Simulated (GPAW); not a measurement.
Runs of GPAW 26.7.0 on ZnS (Wurtzite-2H). The structure is hexagonal, space group P6_3mc (No. 186). Conventional cell: a = 3.811 Å, b = 3.811 Å, c = 6.234 Å, α = 90.00°, β = 90.00°, γ = 120.00°. Zn (site symmetry 3m) has 4 S at 2.31 to 2.40 Å as nearest neighbours. S (site symmetry 3m) is surrounded by 4 Zn at 2.31 to 2.40 Å. 

| task | level | potentials or basis | k mesh | cutoff (eV) | band path | band points | grid spacing | gap on the mesh (eV) | pressure (GPa) | largest force (eV/Å) |
| --- | --- | --- | --- | --- | --- | --- | --- | --- | --- | --- |
| band structure | LDA | PAW data sets generated in the run's folder for this functional, pw | 6 × 6 × 3 | 600 | GMKGALHA,LM,KH | 100 | - | (a) | (b) | 0.29 |
| single point | PBE | GPAW PAW data sets (gpaw-data 1.2.1), pw | 8 × 8 × 5 | 600 | - | - | - | (c) | 2.4 | 0.33 |
| band structure | revPBE | the program's PAW data sets (release 1.2.1) made for this functional, pw | 6 × 6 × 3 | 600 | GMKGALHA,LM,KH | 100 | - | 2.37 | 4.5 | 0.34 |
| band structure | PBEsol | PAW data sets generated in the run's folder for this functional, pw | 6 × 6 × 3 | 600 | GMKGALHA,LM,KH | 100 | - | 2.10 | -1.3 | 0.31 |

Alike in all rows: no spin polarisation; cell as given; smearing fermi-dirac 0.05 eV.

**Question.** Estimate the missing entries.

**Answer.** (a) 1.99; (b) -4.3; (c) 2.24.

